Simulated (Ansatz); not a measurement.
## Zn: energy less free atoms and pressure against volume scale

Periodic Kohn-Sham DFT of a crystal at fixed atoms, scaled to volume_scale times the given cell; pressure positive in compression, energy less spherical unpolarised free atoms, largest_vzz the field gradient of largest size among the nuclei. The results are calculated, by Ansatz 0.2.0.

The cell before it is scaled or strained (space group P6_3/mmc, No. 194):
```
cell vectors (Å)
   2.6648     0.0000     0.0000
  -1.3324     2.3078     0.0000
   0.0000     0.0000     4.9467
atoms (fractions of the cell vectors)
Zn  0.33333  0.66667  0.25000
Zn  0.66667  0.33333  0.75000
```

Settings of every row: method all-electron LAPW; functional PBE; relativity scalar; k mesh 18x18x8; filling fermi-dirac; smearing width 0.03 eV; basis error target 0.25 meV/atom; nucleus gaussian.

Atom start moment: 0 on all atoms.

```
row  volume scale  V (Å³/atom)  energy less free atoms (eV/atom)  pressure (GPa)
  1          0.94       14.298                           -1.0949            4.92
  2          0.95        14.45                            -1.099           3.892
  3          0.96       14.602                           -1.1023           2.928
  4          0.98       14.906                           -1.1061           1.184
  5          0.99       15.059                           -1.1069           0.395
  6             1       15.211                           -1.1069          -0.345
  7          1.01       15.363                           -1.1062          -1.038
  8          1.02       15.515                                 ?               ?
  9          1.04       15.819                           -1.1006          -2.849
 10          1.05       15.971                           -1.0976          -3.376
 11          1.06       16.123                           -1.0942           -3.87
```

Question: what energy less free atoms and pressure should row 8 give?

Worked fit of energy less free atoms. Take u = (V_r/V)^(2/3) − 1 with V_r = 15.135 Å³ an atom, which is twice the finite (Eulerian) strain; such expansions in the strain, on which the Birch-Murnaghan equation of state is built, carry the rest volume and the bulk modulus. The shown rows have u = 0.03866, 0.03136, 0.02419, 0.01022, 0.00336, -0.00333, -0.00992, -0.02904, -0.03521, -0.04128. Least squares give energy less free atoms = −1.10696 + 0.0016 × u + 7.8 × u² + 6.3 × u³ eV/atom; a parabola predicts inner rows, each left out in turn, worse (root mean square 8.3e-05 against 4e-05 eV/atom). All shown rows lie on it to the printed digit. Its lowest point lies at u = -0.0001, or V = 15.14 Å³ an atom, and the curvature there gives the bulk modulus at fixed shape and fractions, B = (4/9)(1 + u)² E″(u)/V = 73.4 GPa. Letting shape and atoms relax would as a rule lower it, by much in layered, chain or molecular crystals. The withheld row has u = -0.0164, so the fit gives −1.10696 + 0.0016 × (-0.0164) + 7.8 × (-0.0164)² + 6.3 × (-0.0164)³ = -1.1049 eV/atom.

The calculation gave -1.1049 eV/atom. The fit meets it to the printed digit.

Worked fit of pressure. Take u = (V_r/V)^(2/3) − 1 with V_r = 15.135 Å³ an atom, which is twice the finite (Eulerian) strain; such expansions in the strain, on which the Birch-Murnaghan equation of state is built, carry the rest volume and the bulk modulus. The shown rows have u = 0.03866, 0.03136, 0.02419, 0.01022, 0.00336, -0.00333, -0.00992, -0.02904, -0.03521, -0.04128. Least squares give pressure = 0.0168 + 110.131 × u + 410.28 × u² + 560 × u³ GPa; a parabola predicts inner rows, each left out in turn, worse (root mean square 0.0068 against 0.0023 GPa). The rows lie off it by 0.000, 0.001, -0.001, -0.002, 0.004, 0.000, -0.002, 0.000, 0.001, 0.000. The pressure vanishes at u = -0.0002, or V = 15.14 Å³ an atom, and there the bulk modulus at fixed shape and fractions is B = −V dP/dV = (2/3)(1 + u) dP/du = 73.3 GPa. Letting shape and atoms relax would as a rule lower it, by much in layered, chain or molecular crystals. The withheld row has u = -0.0164, so the fit gives 0.0168 + 110.131 × (-0.0164) + 410.28 × (-0.0164)² + 560 × (-0.0164)³ = -1.681 GPa.

The calculation gave -1.684 GPa. The fit lies 0.003 GPa (0.034 % of the column's range) above it; its largest miss of a shown row is 0.004 GPa.
